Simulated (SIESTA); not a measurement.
TiO2:

```
Ti O
1.0
     4.59984    0.00000    0.00000
     0.00000    4.59984    0.00000
     0.00000    0.00000    2.95921
Ti O
2 4
Direct
  0.00000 0.00000 0.50000
  0.50000 0.50000 0.00000
  0.30432 0.30432 0.50000
  0.19568 0.80432 0.00000
  0.80432 0.19568 0.00000
  0.69568 0.69568 0.50000
```

The cell is a database's computed one.

Base run:

```yaml
Program: SIESTA 5.4.2
Functional: RPBE
Potentials_or_basis: PseudoDojo 0.4 standard (PBE files)
Basis: DZP (energy shift 0.003 Ry; two zetas on semicore shells)
Grid_cutoff: 800 Ry
Energy_shift: 0.003 Ry
k_mesh: 6 × 6 × 9
Occupations: fermi-dirac, width 0.05 eV
Spin: no spin polarisation
```

Its results: band gap on the k mesh 1.76 eV, direct; pressure 11.6 GPa; largest force 0.077 eV/Å.

The run is repeated on the same cell with these changes: functional from RPBE to vdW-DF-cx. What comes out?

Band gap on the k mesh 1.76 eV, direct; pressure 2.1 GPa; largest force 0.053 eV/Å.

Caveats: the potentials were made for another functional, which shifts forces and pressure; the basis of atomic orbitals isn't converged, which shifts pressures, moduli and gaps.
